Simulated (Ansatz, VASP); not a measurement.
**One calculation of Hf, two programs**

Contents of POSCAR:

```
Hf
1.0
   -2.2188727668      1.8277037076      1.8277037076
    1.8277037076     -2.2188727668      1.8277037076
    1.8277037076      1.8277037076     -2.2188727668
Hf
1
Direct
    0.0000000000      0.0000000000      0.0000000000
```

File INCAR.step1:

```
SYSTEM = Hf
ALGO = Normal
EDIFF = 1E-4
ENCUT = 520
GGA = PE
ISMEAR = 0
LASPH = .True.
LCHARG = .False.
LREAL = .False.
LWAVE = .True.
NBANDS = 11
NELM = 100
PREC = Accurate
SIGMA = 0.15
```

The input INCAR.step2:

```
SYSTEM = Hf
ALGO = Normal
EDIFF = 1E-6
ENCUT = 520
ISIF = 2
ISMEAR = 0
ISTART = 1
LASPH = .True.
LCHARG = .True.
LELF = .True.
LMIXTAU = .True.
LREAL = .False.
LVHAR = .True.
LWAVE = .False.
METAGGA = R2SCAN
NBANDS = 11
NELM = 100
PREC = Accurate
SIGMA = 0.15
```

Contents of KPOINTS:

```
k-points
0
Gamma
  20 20 20
  0 0 0
```

Input for Ansatz:

```yaml
crystal:
  lattice:
    - [-2.2188727668, 1.8277037076, 1.8277037076]
    - [1.8277037076, -2.2188727668, 1.8277037076]
    - [1.8277037076, 1.8277037076, -2.2188727668]
  atoms:
    - { symbol: Hf, position: [0.0, 0.0, 0.0] }
basis:
  ecutwfc: 500
kpoints:
  mp_grid: { grid: [20, 20, 20] }
hamiltonian:
  xc: r2scan
scf:
  occupations: { method: gaussian, width: 0.15 }
output:
  forces: true
  stress: true
  eigenvalues: true
```

Alike in both runs: task single point; functional r2SCAN; k mesh 20 × 20 × 20; occupations gaussian, width 0.15 eV; no spin polarisation.

|  | VASP | Ansatz |
| --- | --- | --- |
| version | VASP 6.6.1 | Ansatz 0.2.0 |
| potentials or method | VASP PAW PBE potentials, release 64 (Hf_pv) | scalar-relativistic, plane waves, PAW |
| plane-wave cutoff (eV) | 520 | 500 |
| valence electrons in the cell | 10 | 26 |

|  | VASP | Ansatz | Ansatz less VASP |
| --- | --- | --- | --- |
| gap on the k mesh at the Fermi level (eV) | none | none | - |
| pressure (GPa) | -0.2 | 0.2 | +0.41 |
| largest component of the traceless stress (GPa) | 16.40 | 16.45 | +0.048 |

A gap of «none» marks a metal or a gap that the smearing closes. With one functional, cell and mesh, what is left measures potentials, basis and numerics. The two sets of potentials don't hold the same shells in valence.

Caveats: the PAW data sets were made with another functional, which shifts forces and pressure a little (VASP). The runs have no spin-orbit coupling, so splittings on Hf are missing.
